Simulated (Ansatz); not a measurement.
Runs of Ansatz 0.2.0 on Ru. It takes space group P6_3/mmc (No. 194, hexagonal). The conventional cell has a = 2.706 Å, b = 2.706 Å, c = 4.282 Å, α = 90.00°, β = 90.00°, γ = 120.00°. Around Ru (site symmetry -6m2) lie 12 Ru at 2.65 to 2.71 Å. 

```tsv
level	cell	cutoff (eV)	target pressure (GPa)	gap on the mesh (eV)	pressure (GPa)	relaxed volume (Å³/atom)
r2SCAN	relaxed	500	0	none	0.0	13.49
revPBE	relaxed	420	-	none	0.0	(b)
RPBE	relaxed	420	-	none	0.0	13.97
r2SCAN	relaxed to 2 GPa	500	2	none	2.0	-
LDA	relaxed	420	-	none	0.0	13.09
BLYP	relaxed	420	-	none	0.0	(a)
r2SCAN	relaxed to 5 GPa	500	5	none	5.0	-
r2SCAN	relaxed to 10 GPa	500	10	none	10.0	-
r2SCAN	relaxed to 20 GPa	500	20	none	20.0	-
PBEsol	relaxed	420	-	none	0.0	13.32
r2SCAN	relaxed	500	-	none	0.0	13.49
r2SCAN	relaxed to 30 GPa	500	30	none	30.0	-
```

Alike in all rows: task relaxation of cell and atoms; potentials or basis Ansatz PAW; no spin polarisation; k mesh 11 × 11 × 6; smearing fermi-dirac 0.05 eV.

Q: Estimate the missing entries.

A: (a) 14.42; (b) 13.91.

Caveats: the plane-wave basis is chosen anew once the cell has moved, so the energies of steps on either side of that aren't comparable; the PAW data sets come from PBE, with cores solved anew for the run's functional, which leaves a small shift of forces and pressure.

A k mesh can miss the band edges, and the runs leave out spin-orbit coupling on Ru.

A gap of «none» marks a metal or a gap under the smearing width.

Runs at the PBE level aren't shown here.
